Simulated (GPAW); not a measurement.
## In: single point with PBE

In:

```
In
1.0
    -1.62547    1.62547    2.47370
     1.62547   -1.62547    2.47370
     1.62547    1.62547   -2.47370
In
1
Direct
  0.00000 0.00000 0.00000
```

* Program: GPAW 26.7.0
* Task: single point
* Functional: PBE
* Potentials or basis: GPAW PAW data sets (gpaw-data 1.2.1)
* Cutoff: 450 eV
* Basis: pw
* k mesh: 9 × 9 × 9
* Occupations: fermi-dirac, width 0.05 eV
* Spin: no spin polarisation

```json
{
 "Pressure": "-0.2 GPa",
 "Band gap on the k mesh": "none (metal or under the smearing width)"
}
```

Stress tensor (GPa, compression positive):
```
-0.28  0.00  0.00
 0.00 -0.28  0.00
 0.00  0.00 -0.15
```

Levels at points of the mesh, in eV from the Fermi level:
| k point | band 3 | band 4 | band 5 | band 6 | band 7 | band 8 | band 9 | band 10 |
| --- | --- | --- | --- | --- | --- | --- | --- | --- |
| (0.00, 0.00, 0.00) | -14.56 | -14.48 | -14.37 | -9.60 | 10.46 | 10.46 | 10.63 | 11.59 |

It took 15 s on 1 thread of Arm Neoverse V1 (shared host), peak memory 0.14 GiB.

Caveat: the cutoff is short for stress and forces, so pressures can be off by a GPa or more.
